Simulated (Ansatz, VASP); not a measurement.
SnO2 in VASP and in Ansatz

The input INCAR:

```
ALGO = Normal ; EDIFF = 1E-7
EDIFFG = -0.02 ; ENCUT = 600
GGA = PE ; IBRION = 2
ISIF = 3 ; ISMEAR = 0
IVDW = 12 ; LASPH = T
LCHARG = F ; LREAL = F
LWAVE = F ; NELM = 100
NSW = 70 ; PREC = Accurate
SIGMA = 0.02
```

File KPOINTS:

```
k-points
0
Gamma
  6 6 8
```

File POSCAR:

```
SnO2
1.0
    4.8234121532      0.0000000000      0.0000000000
    0.0000000000      4.8234121532      0.0000000000
    0.0000000000      0.0000000000      3.2406036790
Sn O
2 4
Direct
    0.5000000000      0.5000000000      0.5000000000
    0.0000000000      0.0000000000      0.0000000000
    0.1936276829      0.8063723171      0.5000000000
    0.8063723171      0.1936276829      0.5000000000
    0.3063723171      0.3063723171      0.0000000000
    0.6936276829      0.6936276829      0.0000000000
```

Input for Ansatz:

```yaml
crystal:
  lattice:
    - [4.8234128739, 0.0, 0.0]
    - [0.0, 4.8234128739, 0.0]
    - [0.0, 0.0, 3.2406026433]
  atoms:
    - { symbol: Sn, position: [0.5, 0.5, 0.5] }
    - { symbol: Sn, position: [0.0, 0.0, 0.0] }
    - { symbol: O, position: [0.1936278404, 0.8063721596, 0.5] }
    - { symbol: O, position: [0.8063721596, 0.1936278404, 0.5] }
    - { symbol: O, position: [0.3063721596, 0.3063721596, 0.0] }
    - { symbol: O, position: [0.6936278404, 0.6936278404, 0.0] }
basis:
  ecutwfc: 420
kpoints:
  mp_grid: { grid: [6, 6, 8] }
hamiltonian:
  xc: pbe
  dispersion: d3bj
scf:
  occupations: { method: gaussian, width: 0.02 }
output:
  forces: true
  stress: true
  eigenvalues: true
relax:
  adjacent_minimum: "off"
  f_tol: 0.02
  max_steps: 50
  cell: { stress_tol: 0.1 }
```

The cell is a database's computed one.

Alike in both runs: task relaxation of cell and atoms; functional PBE; dispersion D3(BJ); k mesh 6 × 6 × 8; occupations gaussian, width 0.02 eV; no spin polarisation.

|  | VASP | Ansatz |
| --- | --- | --- |
| version | VASP 6.6.1 | Ansatz 0.2.0 |
| potentials or method | VASP PAW PBE potentials, release 64 (Sn_d, O) | scalar-relativistic, plane waves, PAW |
| plane-wave cutoff (eV) | 600 | 420 |
| valence electrons in the cell | 52 | 52 |

|  | VASP | Ansatz | Ansatz less VASP |
| --- | --- | --- | --- |
| gap on the k mesh at the Fermi level, each at its own relaxed structure (eV) | 0.80 | 0.84 | +0.036 |
| relaxed volume (Å³/atom) | 12.40 | 12.37 | -0.028 |
| relaxed cell length with the largest relative difference (Å) | 4.798 | 4.794 | -0.0038 |
| energy change over the relaxation (meV/atom) | -1 | -2 | -0.4 |

Caveats: spin-orbit coupling is left out, which moves the levels of the heavy elements. As with any semilocal functional, this PBE gap is likely too small.
